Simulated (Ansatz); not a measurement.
# SiC (Moissanite 3C) (F-43m) in Ansatz: notebook

Runs on SiC (Moissanite 3C). Level: PBE. Tasks: single point.

Everything below comes from runs of Ansatz 0.2.0. Logs are shortened: lines on timing, memory, paths and dates and some standing lists are left out, and cuts for length are marked.

**Measured values to compare with.**

“Insight into the structural, elastic and electronic properties of a new orthorhombic 6O-SiC polytype”, 2020, pmc:7200658 quotes, for a bulk crystal of SiC: band gap 2.4 eV (indirect).

The results are compared with them further down.

### 1 The crystal as given

It takes space group F-43m (No. 216, cubic). Conventional cell: a = 4.358 Å, b = 4.358 Å, c = 4.358 Å, α = 90.00°, β = 90.00°, γ = 90.00°. Si (site symmetry -43m) has 4 C at 1.89 Å as nearest neighbours. Around C (site symmetry -43m) lie 4 Si at 1.89 Å.

### 2 Single point, PBE

Contents of input.yaml:

```yaml
crystal:
  lattice:
    - [0.0, 2.179, 2.179]
    - [2.179, 0.0, 2.179]
    - [2.179, 2.179, 0.0]
  atoms:
    - { symbol: Si, position: [0.0, 0.0, 0.0] }
    - { symbol: C, position: [0.75, 0.75, 0.75] }
kpoints:
  mp_grid: { grid: [4, 4, 4] }
scf:
  occupations: { method: fermi_dirac, width: 0.06 }
hamiltonian:
  xc: pbe
  pseudopotentials: { kind: all_electron, lapw: { basis_error: 0.002 } }
output:
  forces: true
  stress: true
  eigenvalues: true
```

Potentials or basis: all-electron LAPW, scalar-relativistic.

Command:

```bash
ansatz run input.yaml --threads 1 --pin off --max-ram 3072MiB --backend cpu --events-out ev --progress --plain --runs-dir out
```

Log:

```text
Warning: RAYON_NUM_THREADS=1 ignored (pool sized by the plan → 1); use --threads N
LAPW: plane waves up to 9.140 Å⁻¹, error target 2.0e-3 eV per atom; small_component_spin mean_spin; C in spheres of 0.887 Å, 6 of its electrons in bands, Dirac shells []; Si in spheres of 1.000 Å, 12 of its electrons in bands, Dirac shells [] (how accurate: hamiltonian.pseudopotentials.lapw.basis_error, Limitations)
Engine: ansatz 0.2.0, aarch64-unknown-linux-gnu
Pseudopotentials: kind: all_electron
Pseudopotential: Si, LAPW, valence charge 12, lapw/all_electron/scalar/gaussian/Si, Koelling and Harmon's equation, gaussian nucleus
Pseudopotential: C, LAPW, valence charge 6, lapw/all_electron/scalar/gaussian/C, Koelling and Harmon's equation, gaussian nucleus
Functional definition: PBE
  parameter kappa = 0.804
  parameter beta = 0.06672455060314922
  exchange = pbe_x(kappa = kappa, mu = beta*pi^2/3)
  correlation = pbe_c(beta = beta)
Crystal: 2 atoms, lattice volume = 20.692 Å³
Basis set: ecut = 318.26856678242706 eV, 283 PW (Γ), exchange–correlation at level 2
Bands: 13, of which v1, the nominal top of the filled ones, is band 9 counted from 1 (8 counted from 0)
Symmetry: 24 space group operations
Space group: F-43m (ITA 216), of the structure as read, at distance tolerance 2.7e-5 Å
k-points: 8 of 64 (time reversal used)
Non-local potential: Si, projectors of the file, none
Non-local potential: C, projectors of the file, none
Initial density: superposition of atomic densities (chi_scale 0.1, normalization cell, long waves kept (reshape's long-wave potential 0.00 eV rms))
Initial wavefunctions: plane waves of lowest kinetic energy (no species holds an atomic orbital)
Functional: x = pbe(κ = 0.804, μ = 0.2195149727645171), c = pbe(β = 0.06672455060314922)
iter 1 solved again at ethr=2.77e-2 eV; its pass at ethr=1.00e-1 eV (dr2=4.98e0 eV) is discarded
SCF iter   1: F=—  HF=-8931.320102 eV  |F-HF|=—  |Δ(HF+E_count)|=         —  Δρ=1.42e-1  dr2=4.98e0  ethr=2.77e-2  ⟨swp⟩=2.0  Hψ=733  notcnv=0
preconditioner: auto → none  [insulator: Δε(μ)=3.485 eV  Ē_g=14.788 eV  σ=0.060 eV  W_gap=1.00  n_scr=8 (ndim 8)  ℏωp=23.1 eV  f_vac=0.000  D(μ)=0.00/eV (n_scr^D=0)  ε∞_Penn≈3.4]
iter 2 solved again at ethr=1.01e-3 eV; its pass at ethr=2.77e-2 eV (dr2=1.82e-1 eV) is discarded
SCF iter   2: F=—  HF=-8929.501943 eV  |F-HF|=—  |Δ(HF+E_count)|=    1.82e0  Δρ=3.74e-2  dr2=1.83e-1  ethr=1.01e-3  ⟨swp⟩=2.0  Hψ=550  notcnv=0
SCF iter   3: F=—  HF=-8929.409562 eV  |F-HF|=—  |Δ(HF+E_count)|=         —  Δρ=1.69e-2  dr2=3.74e-2  ethr=1.01e-3  ⟨swp⟩=3.0  Hψ=313  notcnv=0
the basis was enlarged: its passes take 125.3 KiB over the memory plan, 1 of 1 planned eigensolver slots
SCF iter   4: F=—  HF=-8929.407694 eV  |F-HF|=—  |Δ(HF+E_count)|=   1.87e-3  Δρ=1.27e-3  dr2=2.62e-4  ethr=2.08e-4  ⟨swp⟩=2.0  Hψ=280  notcnv=0
SCF iter   5: F=—  HF=-8929.407751 eV  |F-HF|=—  |Δ(HF+E_count)|=   5.77e-5  Δρ=2.06e-4  dr2=4.09e-6  ethr=1.46e-6  ⟨swp⟩=3.0  Hψ=274  notcnv=0
SCF iter   6: F=—  HF=-8929.407759 eV  |F-HF|=—  |Δ(HF+E_count)|=   7.76e-6  Δρ=4.97e-5  dr2=3.54e-7  ethr=2.27e-8  ⟨swp⟩=3.0  Hψ=281  notcnv=0
SCF iter   7: F=-8929.407759 eV  HF=-8929.407759 eV  |F-HF|=2.78e-10  |Δ(HF+E_count)|=   8.71e-8  Δρ=3.43e-6  dr2=1.19e-9  ethr=1.96e-9  ⟨swp⟩=3.0  Hψ=276  notcnv=0
SCF 1 converged in 7 iterations: F = -8929.407759 eV  dr2 = 1.19e-9
SCF converged after 7 iterations
Free energy (F): -8929.407759 eV
Harris-Foulkes:  -8929.407759 eV  (|F-HF|=2.78e-10)
Internal energy: -8929.407757 eV  (E = F + TS)
E sigma→0 (E₀):  -8929.407758 eV
Entropy (-TS):   -0.000002 eV (-0.001 meV/atom)
Fermi energy:    11.472871 eV
--- Per-component energies (eV) ---
  E_band       = -1181.357438
  E_kinetic    = 8948.878026
  E_xc         = -717.632426
  E_electrostatic = -17160.653356  (all electrons and nuclei)
  E_smearing   = -0.000002  (= −TS)
  E_closure    = 0.000000  (closes the sum)
  E_atoms      = -8914.489707  (free atoms, spherical and without spin; not in F)
  Σ components = -8929.407759   (vs F -8929.407759, Δ=0.00e0)
  Basis errors (estimates in eV, not in F): energy 1.2e-3 per atom: plane waves 1.1e-3 (6.6e-4 summed), levels above the bands 4.2e-79, relativity 1.5e-8, radial functions 9.1e-5, core shells 1.4e-12; eigenvalues (radial functions only) 4.4e-5; not estimated: angular momenta, meshes, grids; target (lapw.basis_error) 2.0e-3; muffin-tin radii C 0.887 Å, Si 1.000 Å
--- Forces (eV/Å), atoms counted from 1 ---
  atom   1  Si    -0.00000000     0.00000000     0.00000000
  atom   2  C      0.00000000    -0.00000000    -0.00000000
  max |Σ_I F_I| component: 1.85e-17 eV/Å
--- Stress (GPa, compression-positive) ---
        3.689281      -0.000000       0.000000
       -0.000000       3.689281       0.000000
        0.000000       0.000000       3.689281
  P = ⅓ Tr σ = 3.6893 GPa (36.893 kbar)
--- Band table (eV; the first three rows and the last of 8) ---
  k-point 0: bands = ["-252.6569", "-122.3947", "-78.4357", "-78.4357", "-78.4357", "-4.6142", "10.8171", "10.8171", "10.8171", "17.0301", "18.0697", "18.0697", "18.0697"]
  k-point 1: bands = ["-252.6569", "-122.3947", "-78.4365", "-78.4358", "-78.4358", "-3.4165", "6.5054", "10.2060", "10.2060", "16.7683", "18.6734", "18.6734", "20.1500"]
  k-point 2: bands = ["-252.6569", "-122.3946", "-78.4373", "-78.4360", "-78.4360", "-1.0363", "2.2465", "9.7572", "9.7572", "16.2145", "17.9912", "17.9912", "20.8441"]
  k-point 7: bands = ["-252.6569", "-122.3945", "-78.4368", "-78.4367", "-78.4364", "0.6569", "3.7601", "5.8050", "6.0984", "16.0004", "20.2118", "20.2506", "20.5494"]
```

Run time: 1.8 s. Hardware: 1 thread of Arm Neoverse V1, shared host; peak memory 0.19 GiB.

Results:

```
Free energy            : -8929.4078 eV
Pressure               : 3.7 GPa
Band gap on the k mesh : 1.31 eV, indirect (least direct gap 4.52 eV)
```

Caveat: the k mesh is coarse (spacing up to 0.62 Å⁻¹), so the values aren't converged. PBE gaps usually lie below the measured ones, often by a third to a half.

### 3 Single point, PBE

Contents of input.yaml:

```yaml
crystal:
  lattice:
    - [0.0, 2.179, 2.179]
    - [2.179, 0.0, 2.179]
    - [2.179, 2.179, 0.0]
  atoms:
    - { symbol: Si, position: [0.0, 0.0, 0.0] }
    - { symbol: C, position: [0.75, 0.75, 0.75] }
kpoints:
  mp_grid: { grid: [10, 10, 10] }
scf:
  occupations: { method: gaussian, width: 0.015 }
hamiltonian:
  xc: pbe
  pseudopotentials: { kind: all_electron, lapw: { basis_error: 0.001 } }
output:
  forces: true
  stress: true
  eigenvalues: true
```

Potentials or basis: all-electron LAPW, scalar-relativistic.

Command:

```bash
ansatz run input.yaml --threads 1 --pin off --max-ram 3072MiB --backend cpu --events-out ev --progress --plain --runs-dir out
```

Run time: 7.9 s. Hardware: 1 thread of Arm Neoverse V1, shared host; peak memory 0.24 GiB.

Results (log left out):

```
Free energy            : -8929.5346 eV
Pressure               : 3.3 GPa
Band gap on the k mesh : 1.36 eV, indirect (least direct gap 4.55 eV)
```

Levels at points of the mesh, in eV from the valence-band top:
| k point | band 7 | band 8 | band 9 | band 10 | band 11 | band 12 |
| --- | --- | --- | --- | --- | --- | --- |
| (0.00, 0.00, 0.00) | 0.00 | 0.00 | 0.00 | 6.22 | 7.30 | 7.30 |
| (0.00, 0.00, -0.50) | -8.54 | -1.05 | -1.05 | 5.43 | 7.22 | 7.22 |
| (0.00, -0.50, -0.50) | -7.80 | -3.19 | -3.19 | 1.36 | 4.32 | 14.02 |

### 4 Single point, PBE

input.yaml: that of step 3 with these lines changed.

```diff
@@ -11,3 +11,3 @@
 scf:
-  occupations: { method: gaussian, width: 0.015 }
+  occupations: { method: gaussian, width: 0.014 }
 hamiltonian:
```

Potentials or basis: all-electron LAPW, scalar-relativistic.

Command:

```bash
ansatz run input.yaml --threads 1 --pin off --max-ram 3072MiB --backend cpu --events-out ev --progress --plain --runs-dir out
```

Log:

```text
Warning: RAYON_NUM_THREADS=1 ignored (pool sized by the plan → 1); use --threads N
LAPW: plane waves up to 9.567 Å⁻¹, error target 1.0e-3 eV per atom; small_component_spin mean_spin; C in spheres of 0.886 Å, 6 of its electrons in bands, Dirac shells []; Si in spheres of 1.001 Å, 12 of its electrons in bands, Dirac shells [] (how accurate: hamiltonian.pseudopotentials.lapw.basis_error, Limitations)
Engine: ansatz 0.2.0, aarch64-unknown-linux-gnu
Pseudopotentials: kind: all_electron
Pseudopotential: Si, LAPW, valence charge 12, lapw/all_electron/scalar/gaussian/Si, Koelling and Harmon's equation, gaussian nucleus
Pseudopotential: C, LAPW, valence charge 6, lapw/all_electron/scalar/gaussian/C, Koelling and Harmon's equation, gaussian nucleus
Functional definition: PBE
  parameter kappa = 0.804
  parameter beta = 0.06672455060314922
  exchange = pbe_x(kappa = kappa, mu = beta*pi^2/3)
  correlation = pbe_c(beta = beta)
Crystal: 2 atoms, lattice volume = 20.692 Å³
Basis set: ecut = 348.7462960292721 eV, 331 PW (Γ), exchange–correlation at level 2
Bands: 13, of which v1, the nominal top of the filled ones, is band 9 counted from 1 (8 counted from 0)
Symmetry: 24 space group operations
Space group: F-43m (ITA 216), of the structure as read, at distance tolerance 2.7e-5 Å
k-points: 47 of 1000 (time reversal used)
Non-local potential: Si, projectors of the file, none
Non-local potential: C, projectors of the file, none
Initial density: superposition of atomic densities (chi_scale 0.1, normalization cell, long waves kept (reshape's long-wave potential 0.00 eV rms))
Initial wavefunctions: plane waves of lowest kinetic energy (no species holds an atomic orbital)
Functional: x = pbe(κ = 0.804, μ = 0.2195149727645171), c = pbe(β = 0.06672455060314922)
iter 1 solved again at ethr=2.70e-2 eV; its pass at ethr=1.00e-1 eV (dr2=4.86e0 eV) is discarded
SCF iter   1: F=—  HF=-8931.375305 eV  |F-HF|=—  |Δ(HF+E_count)|=         —  Δρ=1.41e-1  dr2=4.86e0  ethr=2.70e-2  ⟨swp⟩=2.0  Hψ=4294  notcnv=0
preconditioner: auto → none  [insulator: Δε(μ)=3.486 eV  Ē_g=14.817 eV  σ=0.014 eV  W_gap=1.00  n_scr=8 (ndim 8)  ℏωp=23.1 eV  f_vac=0.000  D(μ)=0.00/eV (n_scr^D=0)  ε∞_Penn≈3.4]
iter 2 solved again at ethr=1.03e-3 eV; its pass at ethr=2.70e-2 eV (dr2=1.86e-1 eV) is discarded
SCF iter   2: F=—  HF=-8929.635103 eV  |F-HF|=—  |Δ(HF+E_count)|=    1.74e0  Δρ=3.73e-2  dr2=1.87e-1  ethr=1.03e-3  ⟨swp⟩=2.0  Hψ=3323  notcnv=0
SCF iter   3: F=—  HF=-8929.536703 eV  |F-HF|=—  |Δ(HF+E_count)|=         —  Δρ=1.67e-2  dr2=3.57e-2  ethr=1.03e-3  ⟨swp⟩=3.0  Hψ=1922  notcnv=0
the basis was enlarged: its passes take 196.0 KiB over the memory plan, 1 of 1 planned eigensolver slots
SCF iter   4: F=—  HF=-8929.534556 eV  |F-HF|=—  |Δ(HF+E_count)|=   2.15e-3  Δρ=1.14e-3  dr2=2.16e-4  ethr=1.98e-4  ⟨swp⟩=2.0  Hψ=1654  notcnv=0
SCF iter   5: F=—  HF=-8929.534590 eV  |F-HF|=—  |Δ(HF+E_count)|=   3.40e-5  Δρ=1.92e-4  dr2=3.60e-6  ethr=1.20e-6  ⟨swp⟩=3.0  Hψ=1741  notcnv=0
SCF iter   6: F=—  HF=-8929.534597 eV  |F-HF|=—  |Δ(HF+E_count)|=   6.22e-6  Δρ=4.91e-5  dr2=3.28e-7  ethr=2.00e-8  ⟨swp⟩=3.0  Hψ=1654  notcnv=0
SCF iter   7: F=-8929.534597 eV  HF=-8929.534597 eV  |F-HF|=7.37e-10  |Δ(HF+E_count)|=   9.20e-8  Δρ=3.64e-6  dr2=1.26e-9  ethr=1.82e-9  ⟨swp⟩=3.0  Hψ=1617  notcnv=0
SCF 1 converged in 7 iterations: F = -8929.534597 eV  dr2 = 1.26e-9
SCF converged after 7 iterations
Free energy (F): -8929.534597 eV
Harris-Foulkes:  -8929.534597 eV  (|F-HF|=7.37e-10)
Internal energy: -8929.534597 eV  (E = F + TS)
E sigma→0 (E₀):  -8929.534597 eV
Fermi energy:    11.438232 eV
--- Per-component energies (eV) ---
  E_band       = -1182.084684
  E_kinetic    = 8948.847380
  E_xc         = -717.540119
  E_electrostatic = -17160.841857  (all electrons and nuclei)
  E_smearing   = -0.000000  (= −TS)
  E_closure    = 0.000000  (closes the sum)
  E_atoms      = -8914.489707  (free atoms, spherical and without spin; not in F)
  Σ components = -8929.534597   (vs F -8929.534597, Δ=0.00e0)
  Basis errors (estimates in eV, not in F): energy 5.4e-4 per atom: plane waves 4.9e-4 (3.0e-4 summed), levels above the bands 0.0e0, relativity 2.1e-8, radial functions 5.6e-5, core shells 1.2e-13; eigenvalues (radial functions only) 4.1e-6; not estimated: angular momenta, meshes, grids; target (lapw.basis_error) 1.0e-3; muffin-tin radii C 0.886 Å, Si 1.001 Å
--- Forces (eV/Å), atoms counted from 1 ---
  atom   1  Si    -0.00000000     0.00000000    -0.00000000
  atom   2  C      0.00000000    -0.00000000     0.00000000
  max |Σ_I F_I| component: 3.70e-17 eV/Å
--- Stress (GPa, compression-positive) ---
        3.281757       0.000000      -0.000000
        0.000000       3.281757       0.000000
       -0.000000       0.000000       3.281757
  P = ⅓ Tr σ = 3.2818 GPa (32.818 kbar)
--- Band table (eV; the first three rows and the last of 47) ---
  k-point 0: bands = ["-252.7966", "-122.3948", "-78.4359", "-78.4359", "-78.4359", "-4.6459", "10.7590", "10.7590", "10.7590", "16.9819", "18.0619", "18.0619", "18.0619"]
  k-point 1: bands = ["-252.7966", "-122.3948", "-78.4360", "-78.4359", "-78.4359", "-4.4505", "9.7498", "10.6251", "10.6251", "17.2450", "18.3050", "18.3050", "18.3345"]
  k-point 2: bands = ["-252.7966", "-122.3947", "-78.4365", "-78.4360", "-78.4360", "-3.8731", "7.6298", "10.3178", "10.3178", "16.9570", "18.6642", "18.6642", "19.5336"]
  k-point 46: bands = ["-252.7966", "-122.3946", "-78.4372", "-78.4369", "-78.4366", "0.5791", "3.6212", "5.9636", "6.1852", "15.4436", "18.8122", "20.7854", "21.9569"]
```

It took 7.9 s on 1 thread of Arm Neoverse V1, shared host; peak memory 0.24 GiB.

Results:

```yaml
Free_energy: -8929.5346 eV
Pressure: 3.3 GPa
Band_gap_on_the_k_mesh: 1.36 eV, indirect (least direct gap 4.55 eV)
```

### 5 Single point, PBE

input.yaml: that of step 4 with these lines changed.

```diff
@@ -11,3 +11,3 @@
 scf:
-  occupations: { method: gaussian, width: 0.014 }
+  occupations: { method: gaussian, width: 0.029 }
 hamiltonian:
```

Potentials or basis: all-electron LAPW, scalar-relativistic.

Command:

```bash
ansatz run input.yaml --threads 1 --pin off --max-ram 3072MiB --backend cpu --events-out ev --progress --plain --runs-dir out
```

Log:

```text
Warning: RAYON_NUM_THREADS=1 ignored (pool sized by the plan → 1); use --threads N
LAPW: plane waves up to 9.567 Å⁻¹, error target 1.0e-3 eV per atom; small_component_spin mean_spin; C in spheres of 0.886 Å, 6 of its electrons in bands, Dirac shells []; Si in spheres of 1.001 Å, 12 of its electrons in bands, Dirac shells [] (how accurate: hamiltonian.pseudopotentials.lapw.basis_error, Limitations)
Engine: ansatz 0.2.0, aarch64-unknown-linux-gnu
Pseudopotentials: kind: all_electron
Pseudopotential: Si, LAPW, valence charge 12, lapw/all_electron/scalar/gaussian/Si, Koelling and Harmon's equation, gaussian nucleus
Pseudopotential: C, LAPW, valence charge 6, lapw/all_electron/scalar/gaussian/C, Koelling and Harmon's equation, gaussian nucleus
Functional definition: PBE
  parameter kappa = 0.804
  parameter beta = 0.06672455060314922
  exchange = pbe_x(kappa = kappa, mu = beta*pi^2/3)
  correlation = pbe_c(beta = beta)
Crystal: 2 atoms, lattice volume = 20.692 Å³
Basis set: ecut = 348.7462960292721 eV, 331 PW (Γ), exchange–correlation at level 2
Bands: 13, of which v1, the nominal top of the filled ones, is band 9 counted from 1 (8 counted from 0)
Symmetry: 24 space group operations
Space group: F-43m (ITA 216), of the structure as read, at distance tolerance 2.7e-5 Å
k-points: 47 of 1000 (time reversal used)
Non-local potential: Si, projectors of the file, none
Non-local potential: C, projectors of the file, none
Initial density: superposition of atomic densities (chi_scale 0.1, normalization cell, long waves kept (reshape's long-wave potential 0.00 eV rms))
Initial wavefunctions: plane waves of lowest kinetic energy (no species holds an atomic orbital)
Functional: x = pbe(κ = 0.804, μ = 0.2195149727645171), c = pbe(β = 0.06672455060314922)
iter 1 solved again at ethr=2.70e-2 eV; its pass at ethr=1.00e-1 eV (dr2=4.86e0 eV) is discarded
[... 10 lines left out ...]
SCF 1 converged in 7 iterations: F = -8929.534597 eV  dr2 = 1.27e-9
SCF converged after 7 iterations
Free energy (F): -8929.534597 eV
Harris-Foulkes:  -8929.534597 eV  (|F-HF|=7.39e-10)
Internal energy: -8929.534597 eV  (E = F + TS)
E sigma→0 (E₀):  -8929.534597 eV
Fermi energy:    11.438232 eV
--- Per-component energies (eV) ---
  E_band       = -1182.084691
  E_kinetic    = 8948.847384
  E_xc         = -717.540119
  E_electrostatic = -17160.841863  (all electrons and nuclei)
  E_smearing   = -0.000000  (= −TS)
  E_closure    = 0.000000  (closes the sum)
  E_atoms      = -8914.489707  (free atoms, spherical and without spin; not in F)
  Σ components = -8929.534597   (vs F -8929.534597, Δ=0.00e0)
  Basis errors (estimates in eV, not in F): energy 5.4e-4 per atom: plane waves 4.9e-4 (3.0e-4 summed), levels above the bands 0.0e0, relativity 2.1e-8, radial functions 5.6e-5, core shells 1.2e-13; eigenvalues (radial functions only) 4.1e-6; not estimated: angular momenta, meshes, grids; target (lapw.basis_error) 1.0e-3; muffin-tin radii C 0.886 Å, Si 1.001 Å
--- Forces (eV/Å), atoms counted from 1 ---
  atom   1  Si    -0.00000000     0.00000000    -0.00000000
  atom   2  C      0.00000000    -0.00000000     0.00000000
  max |Σ_I F_I| component: 3.24e-17 eV/Å
--- Stress (GPa, compression-positive) ---
        3.281755      -0.000000      -0.000000
       -0.000000       3.281755       0.000000
       -0.000000       0.000000       3.281755
  P = ⅓ Tr σ = 3.2818 GPa (32.818 kbar)
--- Band table (eV; the first three rows and the last of 47) ---
  k-point 0: bands = ["-252.7966", "-122.3948", "-78.4359", "-78.4359", "-78.4359", "-4.6459", "10.7590", "10.7590", "10.7590", "16.9819", "18.0619", "18.0619", "18.0619"]
  k-point 1: bands = ["-252.7966", "-122.3948", "-78.4360", "-78.4359", "-78.4359", "-4.4505", "9.7498", "10.6251", "10.6251", "17.2450", "18.3050", "18.3050", "18.3345"]
  k-point 2: bands = ["-252.7966", "-122.3947", "-78.4365", "-78.4360", "-78.4360", "-3.8731", "7.6298", "10.3178", "10.3178", "16.9570", "18.6642", "18.6642", "19.5336"]
  k-point 46: bands = ["-252.7966", "-122.3946", "-78.4372", "-78.4369", "-78.4366", "0.5791", "3.6212", "5.9636", "6.1852", "15.4436", "18.8122", "20.7854", "21.9569"]
```

Run time: 7.8 s. Hardware: 1 thread of Arm Neoverse V1, shared host; peak memory 0.24 GiB.

Results:

```yaml
Free_energy: -8929.5346 eV
Pressure: 3.3 GPa
Band_gap_on_the_k_mesh: 1.36 eV, indirect (least direct gap 4.55 eV)
```

Levels at points of the mesh, in eV from the valence-band top:
```tsv
k point	band 6	band 7	band 8	band 9	band 10	band 11	band 12	band 13
(0.00, 0.00, 0.00)	-15.40	0.00	0.00	0.00	6.22	7.30	7.30	7.30
(0.00, 0.00, -0.50)	-11.84	-8.54	-1.05	-1.05	5.43	7.22	7.22	10.05
(0.00, -0.50, -0.50)	-10.39	-7.80	-3.19	-3.19	1.36	4.32	14.02	14.02
```

### 6 Overview

```csv
k mesh,cutoff (eV),smearing,basis error allowed,mesh quality,gap on the mesh (eV),pressure (GPa)
4 × 4 × 4,318,fermi-dirac 0.06 eV,0.002 eV/atom,coarse,1.31,3.7
10 × 10 × 10,349,gaussian 0.015 eV,0.001 eV/atom,not flagged,1.36,3.3
10 × 10 × 10,349,gaussian 0.014 eV,0.001 eV/atom,not flagged,1.36,3.3
10 × 10 × 10,349,gaussian 0.029 eV,0.001 eV/atom,not flagged,1.36,3.3
```

Alike in all rows: task single point; level PBE; potentials or basis all-electron LAPW, scalar-relativistic; no spin polarisation; cell as given.

Caveats: some runs use coarse meshes.

Compare energies only between runs with the same functional and basis.

### 7 How close it comes

Step 3. A measured gap of SiC is 2.4 eV (indirect; quoted in “Insight into the structural, elastic and electronic properties of a new orthorhombic 6O-SiC polytype”, 2020, pmc:7200658); the calculated 1.36 eV misses it by -1.04 eV. The value is that of PBE on a finite k mesh, which can miss the band edges, without temperature or zero-point motion. Semilocal functionals fall short of measured gaps as a rule.

Step 4. Measured gap of SiC: 2.4 eV (indirect; quoted in “Insight into the structural, elastic and electronic properties of a new orthorhombic 6O-SiC polytype”, 2020, pmc:7200658). This calculation gives 1.36 eV (-1.04 eV). The value is that of PBE on a finite k mesh, which can miss the band edges, without temperature or zero-point motion. Semilocal functionals fall short of measured gaps as a rule.

Step 5. Against the measured gap of SiC, 2.4 eV (indirect; quoted in “Insight into the structural, elastic and electronic properties of a new orthorhombic 6O-SiC polytype”, 2020, pmc:7200658), the calculated 1.36 eV is off by -1.04 eV. The value is that of PBE on a finite k mesh, which can miss the band edges, without temperature or zero-point motion. Semilocal functionals fall short of measured gaps as a rule.
